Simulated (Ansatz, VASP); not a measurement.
## Zn in VASP and in Ansatz

```xyz
1
Lattice="-0.0737 1.9648 1.9648 1.8911 0.0000 1.8911 1.9648 1.9648 -0.0737" Properties=species:S:1:pos:R:3 pbc="T T T"
Zn    0.0000    0.0000    0.0000
```

Change from the starting cell: strain -0.0750 x Voigt [0, 0, 0, 0, 1, 0], atoms carried along.

Alike in both runs: task single point; functional r2SCAN; k mesh 20 × 20 × 20; occupations gaussian, width 0.15 eV; no spin polarisation.

|  | VASP | Ansatz |
| --- | --- | --- |
| version | VASP 6.6.1 | Ansatz 0.2.0 |
| potentials or method | VASP PAW PBE potentials, release 64 (Zn) | scalar-relativistic, plane waves, PAW |
| plane-wave cutoff (eV) | 520 | 500 |
| valence electrons in the cell | 12 | 12 |

```tsv
	VASP	Ansatz	Ansatz less VASP
gap on the k mesh at the Fermi level (eV)	none	none	-
pressure (GPa)	-3.6	-4.1	-0.43
largest component of the traceless stress (GPa)	0.70	0.69	-0.004
```

A gap of «none» marks a metal or a gap that the smearing closes.

Caveats: the PAW data sets were made with another functional, which shifts forces and pressure a little (VASP).
